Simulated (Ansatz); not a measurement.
# CuO: all-electron results

```
Cu O
1.0
     2.63683    0.00000    0.00000
     0.00000    2.63683    0.00000
     0.00000    0.00000    2.63683
Cu O
1 1
Direct
  0.00000 0.00000 0.00000
  0.50000 0.50000 0.50000
```

Atom numbers follow the list: Cu1, O2.

The structure comes from a relaxation in the same program, started in the CsCl type, and has space group Pm-3m. Whether it is a known phase or the ground state wasn't checked.

Without spin polarisation or U, such a compound can come out metallic where the real one is a magnetic insulator.

Levels of theory: DFT, PBE, all-electron LAPW, scalar-relativistic (Ansatz 0.2.0); DFT, PBE, PAW with Ansatz's default frozen-core files, scalar-relativistic (Ansatz 0.2.0).

For LAPW: a Γ-centred 12×12×12 k mesh, Fermi–Dirac smearing of 0.08 eV, basis error target 0.25 meV/atom, no spin polarisation. PAW takes a cutoff of 420 eV at this cell. The Ansatz runs share mesh, smearing and spin set-up. Values come from LAPW unless marked.

| Property | Result |
| --- | --- |
| Band gap | none: with an odd electron count and no spin polarisation the bands can't all be full, a metal in this set-up (spin order or a larger cell could open a gap) |
| Density of states at the Fermi level (0.2 eV bin) | 3.47 states/eV per cell |
| Löwdin charges (with 0.12 e of the cell spilling out of the atomic basis, so their sizes and signs hang on that basis) | Cu1 0.97, O2 -0.85 e |
| Bader charges (from the PAW run) | Cu1 +0.95, O2 -0.95 e |
| Volume per atom | 61.9 bohr³ |
| Pressure at this cell | -0.02 GPa |
